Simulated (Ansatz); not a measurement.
# Pd (simple hexagonal type): the cost of one run

Method: DFT PBE, with the methods named in each step, in Ansatz 0.2.0.

## Step 1: Starting point

The structure is hexagonal, space group P6/mmm (No. 191). The conventional cell has a = 2.695 Å, b = 2.695 Å, c = 2.641 Å, α = 90.00°, β = 90.00°, γ = 120.00°. Around Pd (site symmetry 6/mmm) lie 8 Pd at 2.64 to 2.70 Å.

As a file:

```cif
data_structure
_symmetry_space_group_name_H-M 'P6/mmm'
_symmetry_Int_Tables_number 191
_cell_length_a 2.6952
_cell_length_b 2.6952
_cell_length_c 2.6410
_cell_angle_alpha 90.000
_cell_angle_beta 90.000
_cell_angle_gamma 120.000
_cell_volume 16.61
loop_
_atom_site_label
_atom_site_type_symbol
_atom_site_symmetry_multiplicity
_atom_site_Wyckoff_symbol
_atom_site_fract_x
_atom_site_fract_y
_atom_site_fract_z
_atom_site_occupancy
Pd1 Pd 1 a 0.00000 0.00000 0.00000 1
```

The file gives the conventional cell by its symmetry; the runs use the cell typed in the input.

Whether this phase is the stable one at these pressures isn't tested.

## Step 2: The reference volume, LAPW

input.yaml reads:

```yaml
crystal:
  lattice:
    - [2.6952126899, 0.0, 0.0]
    - [-1.3476063449, 2.334122658, 0.0]
    - [0.0, 0.0, 2.6409536697]
  atoms:
    - { symbol: Pd, position: [0.0, 0.0, 0.0] }
kpoints:
  mp_grid: { grid: [16, 16, 15] }
  band_path:
    path:
      - [0.0, 0.0, 0.0]
      - [0.5, 0.0, 0.0]
      - [0.3333333333, 0.3333333333, 0.0]
      - [0.0, 0.0, 0.0]
      - [0.0, 0.0, 0.5]
      - [0.5, 0.0, 0.5]
      - [0.3333333333, 0.3333333333, 0.5]
      - [0.0, 0.0, 0.5]
      - [0.5, 0.0, 0.5]
    npoints: 14
scf:
  occupations: { method: fermi_dirac, width: 0.08 }
hamiltonian:
  xc: pbe
  pseudopotentials: { kind: all_electron, lapw: { basis_error: 0.001 } }
output:
  forces: true
  stress: true
  eigenvalues: true
  populations: true
  dos: { projected: true, de: 0.2, e_range: [-14, 8] }
```

Launch:

```
> ansatz run input.yaml --threads 1 --pin off --max-ram 2048MiB --backend cpu --events-out ev --progress --plain --runs-dir out
```

What time and memory should one allow on 1 thread of Arm Neoverse V1, shared host?

About 25 s, with a peak of 0.42 GiB.
